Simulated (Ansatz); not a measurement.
Crystal: GaN.

```
CELL_PARAMETERS angstrom
0.00000 2.25350 2.25350
2.25350 0.00000 2.25350
2.25350 2.25350 0.00000
ATOMIC_POSITIONS crystal
Ga 0.00000 0.00000 0.00000
N 0.25000 0.25000 0.25000
```

The cell is a database's computed one.

Program: Ansatz 0.2.0. Alike in all runs: task single point; level HSE06 form with a typed share of exact exchange; potentials or basis Ansatz PAW; no spin polarisation; cell as given; k mesh 5 × 5 × 5; cutoff (eV) 420; smearing fermi-dirac 0.05 eV; the mesh is coarse, so values aren't converged.

Task: Order these runs on this cell by their band gap on the k mesh, lowest first.
A. screening (1/Å) 0.15
B. screening (1/Å) 0.3
C. screening (1/Å) 0.4
D. screening (1/Å) 0.6
E. screening (1/Å) 0.1

Result: D (2.28 eV), C (2.57 eV), B (2.76 eV), A (3.13 eV), E (3.29 eV).

Caveats: all runs use coarse meshes; odd divisions of the mesh miss points on the zone boundary, where band edges often lie, so the gap on the mesh can be too wide.
